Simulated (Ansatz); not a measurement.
MgAl$_{2}$O$_{4}$:
```cif
data_Al4Mg2O8
_chemical_formula_sum 'Mg2 Al4 O8'
_space_group_name_H-M_alt 'P 1'
_space_group_IT_number 1
_cell_length_a 5.67329
_cell_length_b 5.67329
_cell_length_c 5.67329
_cell_angle_alpha 60.000
_cell_angle_beta 60.000
_cell_angle_gamma 60.000
loop_
_space_group_symop_operation_xyz
  'x, y, z'
loop_
_atom_site_label
_atom_site_type_symbol
_atom_site_fract_x
_atom_site_fract_y
_atom_site_fract_z
_atom_site_occupancy
Mg1 Mg 0.50000 0.50000 0.50000 1
Mg2 Mg 0.75000 0.75000 0.75000 1
Al1 Al 0.12500 0.12500 0.12500 1
Al2 Al 0.62500 0.12500 0.12500 1
Al3 Al 0.12500 0.12500 0.62500 1
Al4 Al 0.12500 0.62500 0.12500 1
O1 O 0.88846 0.88846 0.88846 1
O2 O 0.91537 0.36154 0.36154 1
O3 O 0.88846 0.88846 0.33463 1
O4 O 0.36154 0.91537 0.36154 1
O5 O 0.33463 0.88846 0.88846 1
O6 O 0.36154 0.36154 0.36154 1
O7 O 0.88846 0.33463 0.88846 1
O8 O 0.36154 0.36154 0.91537 1
```

Relaxed with LDA.

Task: Which orbitals make up the states near the band edges in plane-wave PAW LDA (Ansatz code)?

Result: Top 1 eV of the valence band: O 2p 97 %. Bottom 1 eV of the conduction band: O 2s 35 %, Mg 3s 31 %, Al 3s 17 %, O 2p 8 %, Al 3p 6 %. Projections are on Löwdin-orthogonalised atomic valence shells; empty p or d shells of many metals are not among them.

Task: Tabulate the density of states.

Result: States/eV per cell of 14 atoms, in 0.25 eV bins, energy from the valence-band maximum.

```
E (eV)  total   O 2p  Al 3p  Al 3s
------  -----  -----  -----  -----
-5.85    0.00   0.00   0.00   0.00
-5.60    0.88   0.69   0.01   0.14
-5.35    3.19   2.49   0.04   0.46
-5.10    5.98   4.65   0.11   0.85
-4.85    9.29   7.20   0.36   1.11
-4.60   12.00   9.23   0.99   0.81
-4.35   11.99   9.21   1.59   0.28
-4.10    6.55   4.99   1.03   0.25
-3.85    5.22   4.03   0.64   0.28
-3.60    3.03   2.39   0.25   0.19
-3.35    3.65   2.96   0.33   0.19
-3.10    4.48   3.64   0.53   0.11
-2.85    6.88   5.73   0.72   0.10
-2.60    8.40   7.17   0.80   0.09
-2.35    7.52   6.56   0.65   0.05
-2.10    5.00   4.41   0.39   0.02
-1.85    6.43   5.66   0.27   0.04
-1.60    5.47   4.94   0.22   0.04
-1.35   16.35  15.07   0.76   0.08
-1.10   15.80  14.78   0.56   0.07
-0.85   19.44  18.73   0.18   0.09
-0.60   17.79  17.26   0.13   0.05
-0.35    6.58   6.38   0.06   0.01
-0.10   10.07   9.86   0.10   0.00
0.15     0.00   0.00   0.00   0.00
0.40     0.00   0.00   0.00   0.00
0.65     0.00   0.00   0.00   0.00
0.90     0.00   0.00   0.00   0.00
1.15     0.00   0.00   0.00   0.00
1.40     0.00   0.00   0.00   0.00
1.65     0.00   0.00   0.00   0.00
1.90     0.00   0.00   0.00   0.00
2.15     0.00   0.00   0.00   0.00
2.40     0.00   0.00   0.00   0.00
2.65     0.00   0.00   0.00   0.00
2.90     0.00   0.00   0.00   0.00
3.15     0.00   0.00   0.00   0.00
3.40     0.00   0.00   0.00   0.00
3.65     0.00   0.00   0.00   0.00
3.90     0.00   0.00   0.00   0.00
4.15     0.00   0.00   0.00   0.00
4.40     0.00   0.00   0.00   0.00
4.65     0.00   0.00   0.00   0.00
4.90     0.00   0.00   0.00   0.00
5.15     0.00   0.00   0.00   0.00
5.40     0.00   0.00   0.00   0.00
5.65     0.05   0.00   0.00   0.01
5.90     0.15   0.01   0.01   0.03
6.15     0.24   0.02   0.01   0.04
6.40     0.32   0.03   0.03   0.05
6.65     0.42   0.05   0.05   0.06
6.90     0.54   0.07   0.07   0.07
7.15     0.68   0.10   0.11   0.08
7.40     0.90   0.13   0.18   0.09
7.65     1.23   0.19   0.29   0.09
7.90     1.55   0.24   0.40   0.09
8.15     3.26   0.34   0.82   0.22
8.40     5.05   0.43   1.23   0.34
8.65     4.25   0.40   0.99   0.26
8.90     4.06   0.29   0.97   0.40
9.15     5.54   0.41   1.50   0.43
9.40     5.77   0.41   1.61   0.34
9.65     2.23   0.15   0.47   0.44
9.90     2.42   0.17   0.50   0.47
10.15    2.57   0.21   0.56   0.52
10.40    2.54   0.25   0.62   0.53
```

Space group Fd-3m (spinel). The cell was relaxed with LDA under the symmetry of its start; phonons on a q-mesh show no instability.

Potentials: the later of the program's two PAW sets.
